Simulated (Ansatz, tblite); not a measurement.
## A script for ZnSnN2 (GFN2-xTB)

These are simulated results from tblite 0.8.0, not measurements. The cell was built from a prototype and was relaxed with r2SCAN in plane waves (Ansatz 0.2.0). It may be hypothetical. All runs are without spin polarisation.

It is trigonal, P-3m1 (No. 164); conventional cell a = 3.528 Å, c = 9.646 Å, 13.00 Å³ an atom. Zn has 4 N at 2.07–2.23 Å; Sn has 5 N at 2.09–2.39 Å; N has 4 Zn at 2.07–2.23 Å and 1 Sn at 2.09 Å; N has 4 Sn at 2.09–2.39 Å.

tblite solves periodic systems at the zone centre alone, so the script builds a cluster of 3×3×1 conventional cells (72 atoms), which folds in a coarse mesh of k points.

run.py reads:

```python
import json
from ase import Atoms
from ase.build import make_supercell
from ase.units import Bohr, GPa, Hartree
from tblite.interface import Calculator

atoms = Atoms(['Zn', 'Sn', 'Zn', 'Sn', 'N', 'N', 'N', 'N'],
              cell=[[3.52828219, 0.0, 0.0], [-1.7641411, 3.05558201, 0.0], [0.0, 0.0, 9.64632186]],
              scaled_positions=[[0.333333333, 0.666666667, -0.00263751], [0.333333333, 0.666666667, 0.445128114], [0.666666667, 0.333333333, 0.19013751], [0.666666667, 0.333333333, 0.742371886], [0.333333333, 0.666666667, 0.22834435], [0.333333333, 0.666666667, 0.693219581], [0.666666667, 0.333333333, 0.494280419], [0.666666667, 0.333333333, 0.95915565]],
              pbc=True)
cluster = make_supercell(atoms, [[3, 0, 0], [0, 3, 0], [0, 0, 1]])
calc = Calculator('GFN2-xTB', cluster.numbers, cluster.positions / Bohr, lattice=cluster.cell[:] / Bohr, periodic=cluster.pbc)
calc.set('temperature', 0.02 / Hartree)
calc.set('max-iter', 150)
res = calc.singlepoint()
levels = res.get('orbital-energies') * Hartree
nv = round(res.get('orbital-occupations').sum() / 2)
cells = len(cluster) // len(atoms)
out = {'energy_per_cell': res.get('energy') * Hartree / cells, 'homo': levels[nv - 1], 'lumo': levels[nv],
       'stress': (-res.get('virial') * Hartree / cluster.get_volume() / GPa).tolist(), 'charges': res.get('charges')[:len(atoms)].tolist(), 'electrons': 2 * nv / cells}
json.dump(out, open('results.json', 'w'))
for key, value in out.items():
    print(key, value)
```

Command: `python run.py`. It took 9 s on 1 thread of Arm Neoverse V2, on a shared host, peak memory 0.11 GiB.

The log:

```
------------------------------------------------------------
  cycle        total energy    energy error   density error
------------------------------------------------------------
      1     -131.3064403721  -1.3168757E+02   1.0317803E+00
      2      158.4395154483   2.8974596E+02   2.8345846E+00
      3     -58.46184778877  -2.1690136E+02   2.3997702E+00
      4     -46.49514846833   1.1966699E+01   3.0153007E+00
      5     -140.7409093490  -9.4245761E+01   1.6578023E+00
      6     -147.0627667640  -6.3218574E+00   9.9245944E-01
      7     -150.1634792634  -3.1007125E+00   4.1990002E-01
      8     -149.0511193412   1.1123599E+00   4.9960672E-01
      9     -148.8120732668   2.3904607E-01   5.1648234E-01
     10     -148.7057383152   1.0633495E-01   4.1598341E-01
     11     -153.7706896876  -5.0649514E+00   1.7045262E-01
     12     -153.9112291331  -1.4053945E-01   8.4742983E-02
     13     -153.9249914481  -1.3762315E-02   4.3592164E-02
     14     -153.9634812059  -3.8489758E-02   3.0938053E-02
     15     -153.9658740802  -2.3928742E-03   3.1090972E-02
     16     -153.9282172885   3.7656792E-02   3.4221415E-02
     17     -153.9502499795  -2.2032691E-02   3.7106745E-02
     18     -153.9505814310  -3.3145154E-04   3.8362654E-02
     19     -153.9535906815  -3.0092505E-03   3.7504768E-02
     20     -153.9661499361  -1.2559255E-02   3.4254897E-02
     21     -153.9705954480  -4.4455119E-03   3.5374975E-02
     22     -153.9748629998  -4.2675518E-03   3.2649916E-02
     23     -153.9745213775   3.4162228E-04   3.2056168E-02
     24     -153.9747210885  -1.9971102E-04   3.1785330E-02
     25     -153.9778709031  -3.1498146E-03   3.0902187E-02
     26     -153.9854520950  -7.5811919E-03   2.5177492E-02
     27     -153.9917031342  -6.2510391E-03   1.8019310E-02
     28     -153.9926522847  -9.4915056E-04   1.6036314E-02
     29     -153.9938931333  -1.2408486E-03   1.4912456E-02
     30     -153.9976088695  -3.7157362E-03   6.0498704E-03
     31     -153.9981092154  -5.0034591E-04   4.9506899E-03
     32     -153.9986155976  -5.0638211E-04   4.5228436E-03
     33     -153.9985970792   1.8518329E-05   4.9903153E-03
     34     -153.9985567135   4.0365701E-05   5.3561181E-03
     35     -153.9984836849   7.3028593E-05   5.8920410E-03
     36     -153.9986683219  -1.8463701E-04   5.5939796E-03
     37     -153.9986911384  -2.2816488E-05   5.6856389E-03
     38     -153.9986032858   8.7852596E-05   6.0599240E-03
     39     -153.9985916644   1.1621411E-05   6.0951984E-03
     40     -153.9986158506  -2.4186208E-05   5.8224248E-03
     41     -153.9989922475  -3.7639691E-04   4.7719596E-03
     42     -153.9992947078  -3.0246024E-04   3.9765919E-03
     43     -153.9993836120  -8.8904228E-05   3.9005252E-03
     44     -153.9993866523  -3.0402884E-06   3.9430760E-03
     45     -153.9994463547  -5.9702434E-05   3.6065835E-03
     46     -153.9999770408  -5.3068609E-04   2.1436727E-03
     47     -154.0000619449  -8.4904057E-05   2.1407883E-03
     48     -154.0001171357  -5.5190779E-05   2.2006706E-03
     49     -154.0001277232  -1.0587496E-05   2.2374305E-03
     50     -154.0001171198   1.0603365E-05   2.2885498E-03
     51     -154.0000890545   2.8065302E-05   2.9670442E-03
     52     -154.0001246217  -3.5567157E-05   2.8143028E-03
     53     -154.0003027844  -1.7816278E-04   1.6675271E-03
     54     -154.0003711682  -6.8383727E-05   1.0561645E-03
     55     -154.0004010485  -2.9880303E-05   8.8738047E-04
     56     -154.0004013496  -3.0112005E-07   8.0220172E-04
     57     -154.0004155659  -1.4216333E-05   5.7730852E-04
     58     -154.0004329911  -1.7425136E-05   4.8936507E-04
     59     -154.0004327132   2.7783560E-07   4.8491430E-04
     60     -154.0004330632  -3.4997583E-07   4.6907296E-04
     61     -154.0004369384  -3.8752515E-06   4.7719279E-04
     62     -154.0004371537  -2.1521873E-07   4.8931905E-04
     63     -154.0004395050  -2.3513199E-06   3.3551473E-04
     64     -154.0004416862  -2.1812191E-06   2.8938632E-04
     65     -154.0004426592  -9.7297254E-07   3.1973953E-04
     66     -154.0004428142  -1.5507072E-07   3.0425012E-04
     67     -154.0004442384  -1.4241087E-06   2.0796424E-04
     68     -154.0004443483  -1.0994208E-07   2.5635325E-04
     69     -154.0004446267  -2.7841349E-07   2.3469340E-04
     70     -154.0004446815  -5.4773665E-08   2.2839007E-04
     71     -154.0004445224   1.5907139E-07   2.8156868E-04
     72     -154.0004451230  -6.0060566E-07   1.8289798E-04
     73     -154.0004453511  -2.2806691E-07   1.0914215E-04
     74     -154.0004454072  -5.6084218E-08   1.0762725E-04
     75     -154.0004454078  -6.6003736E-10   1.0784182E-04
     76     -154.0004453351   7.2765118E-08   1.0924548E-04
     77     -154.0004449998   3.3531308E-07   1.9945541E-04
     78     -154.0004451505  -1.5073002E-07   1.6006970E-04
     79     -154.0004451351   1.5349116E-08   1.7309879E-04
     80     -154.0004452173  -8.2135898E-08   1.2473684E-04
     81     -154.0004453261  -1.0882289E-07   9.8598587E-05
     82     -154.0004454761  -1.5004787E-07   8.0935963E-05
     83     -154.0004454985  -2.2331562E-08   7.6708913E-05
     84     -154.0004454997  -1.1808083E-09   7.3483517E-05
     85     -154.0004455027  -3.0743195E-09   6.3557609E-05
     86     -154.0004455736  -7.0849978E-08   6.3073152E-05
     87     -154.0004455732   3.4569325E-10   6.2949708E-05
     88     -154.0004455763  -3.0864271E-09   7.0435638E-05
     89     -154.0004455855  -9.1499999E-09   5.5888531E-05
     90     -154.0004455891  -3.6526160E-09   5.1956089E-05
     91     -154.0004455834   5.7401337E-09   4.2129866E-05
     92     -154.0004455877  -4.2749662E-09   3.6368108E-05
     93     -154.0004455900  -2.3534028E-09   3.5220499E-05
     94     -154.0004455914  -1.4200907E-09   3.2538534E-05
     95     -154.0004455910   4.3553428E-10   3.2483866E-05
     96     -154.0004455913  -2.7276315E-10   3.3433906E-05
     97     -154.0004455907   5.5808869E-10   3.1829102E-05
     98     -154.0004455912  -5.0195581E-10   3.1960813E-05
     99     -154.0004455942  -3.0216825E-09   3.6889151E-05
    100     -154.0004455935   7.6559559E-10   3.7938203E-05
    101     -154.0004455930   4.9539040E-10   4.0414315E-05
    102     -154.0004455934  -3.9150905E-10   4.0699028E-05
    103     -154.0004455937  -3.1113245E-10   3.9618639E-05
    104     -154.0004455942  -5.5948135E-10   3.7318818E-05
    105     -154.0004455926   1.6367778E-09   3.6872875E-05
    106     -154.0004455920   6.4150640E-10   3.6363358E-05
    107     -154.0004455921  -9.8594910E-11   3.6002735E-05
    108     -154.0004455957  -3.6548045E-09   3.5301801E-05
    109     -154.0004455964  -7.1329964E-10   3.5104044E-05
    110     -154.0004455974  -1.0087717E-09   3.5889758E-05
    111     -154.0004456015  -4.1130193E-09   3.3541956E-05
    112     -154.0004456047  -3.1149909E-09   3.0506091E-05
    113     -154.0004456058  -1.1862085E-09   3.0529598E-05
    114     -154.0004456085  -2.6234943E-09   2.7220387E-05
    115     -154.0004456085   1.0317081E-11   2.7140571E-05
    116     -154.0004456113  -2.8892657E-09   2.8200244E-05
    117     -154.0004456138  -2.4870133E-09   2.3746230E-05
    118     -154.0004456152  -1.3984902E-09   2.2981918E-05
    119     -154.0004456156  -3.8573944E-10   2.2272543E-05
    120     -154.0004456180  -2.3363782E-09   2.1788572E-05
    121     -154.0004456192  -1.2492478E-09   2.2359442E-05
    122     -154.0004456190   2.3197799E-10   2.1416213E-05
    123     -154.0004456203  -1.3589272E-09   1.8744774E-05
------------------------------------------------------------

 total:                                   8.462 sec
energy_per_cell -465.6183970777064
homo -10.709147754702833
lumo -10.709146964719954
stress [[-11.899865465034823, -8.212937564625558e-06, 3.5160456372573254e-06], [-8.21293756426845e-06, -11.899875022184263, -2.136759103646643e-06], [3.5160456372806776e-06, -2.136759103440069e-06, -14.542427428095813]]
charges [0.2713197852288922, 0.3520682394178126, 0.27132210075138463, 0.3520638414933747, -0.3509008920935597, -0.2724756571736957, -0.27247534847309374, -0.35089784288782355]
electrons 32.0
```

The cycle table is in hartree for the whole cluster, and the lines after it are in eV (the energy for one cell). The printed stress is in GPa and positive in compression, and the pressure is its mean diagonal.

GFN2-xTB gives no gap at the points read. On the same cell, plane-wave PBE (Ansatz, 12×12×4 k points and the special points) gives no gap (an overlap of 0.02 eV at the points read) and r2SCAN no gap (an overlap of 0.02 eV at the points read); on shared hosts these took about 20 and 44 core-seconds on the 8-atom cell, against 9 for the script. Spin-orbit coupling, left out in all these runs, can cut or reorder the gap by tenths of an eV, up to about 1 eV with Pb or Bi.

The pressure on this cell is -12.8 GPa (positive in compression).

xTB was fitted mostly to molecules, and a small cluster samples few k points, so gaps, pressures and kinks along a curve can be far from a solid's.

Spin-orbit coupling is left out.
